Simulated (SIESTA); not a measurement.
**PtSe2 (Sudovikovite) under changes of volume**

One of the cells (20.265 Å³/atom); the others are scaled copies at fixed shape and fractional positions:

```xyz
3
Lattice="3.7240 0.0000 0.0000 -1.8620 3.2251 0.0000 0.0000 0.0000 5.0620" Properties=species:S:1:pos:R:3 pbc="T T T"
Pt    0.0000    0.0000    0.0000
Se    1.8620    1.0750    3.7965
Se    0.0000    2.1501    1.2655
```

```yaml
Program: SIESTA 5.4.2
Functional: PBE
Potentials_or_basis: PseudoDojo 0.4 standard (PBE files, fully relativistic)
Basis: DZP (energy shift 0.003 Ry; two zetas on semicore shells)
Grid_cutoff: 800 Ry
Energy_shift: 0.003 Ry
k_mesh: 6 × 6 × 4
Occupations: fermi-dirac, width 0.05 eV
Spin: non-collinear spin, zero start, spin-orbit coupling
Starting_moments: "[[0.0, 0.0, 0.0], [0.0, 0.0, 0.0], [0.0, 0.0, 0.0]] μB"
```

```csv
volume (Å³/atom),energy over the lowest point (meV/atom),pressure (GPa),largest force (eV/Å)
19.049,174.71,22.7,2.247
19.455,123.27,18.4,1.872
19.860,81.93,14.4,1.517
20.265,49.92,10.9,1.191
20.671,26.20,7.9,0.901
21.076,?,?,?
21.481,0.00,2.6,0.379
```

Q: What does the run at 21.076 Å³/atom give?

A: Energy over the lowest point 9.81 meV/atom; pressure 5.2 GPa; largest force 0.634 eV/Å.

Worked out: A Birch-Murnaghan fit of order 3 (a polynomial in V^(-2/3)) to the other rows has its minimum at 21.96 Å³/atom, just outside them, with B0 = V·E''(V) = 113 GPa and B' = 4.8 at fixed shape and positions, which overstates the stiffness. It gives 9.75 meV/atom at 21.076 Å³/atom, against the run's 9.81, and -dE/dV = 5.1 GPa, against 5.2.

Energies are extrapolated to zero smearing.

Caveats: short orbitals over semicore shells can move pressures by several GPa; the basis of atomic orbitals isn't converged, which shifts pressures, moduli and gaps; forces of over 1 eV/Å show positions far from the minimum, so gaps and moduli don't describe the material at rest (some runs).
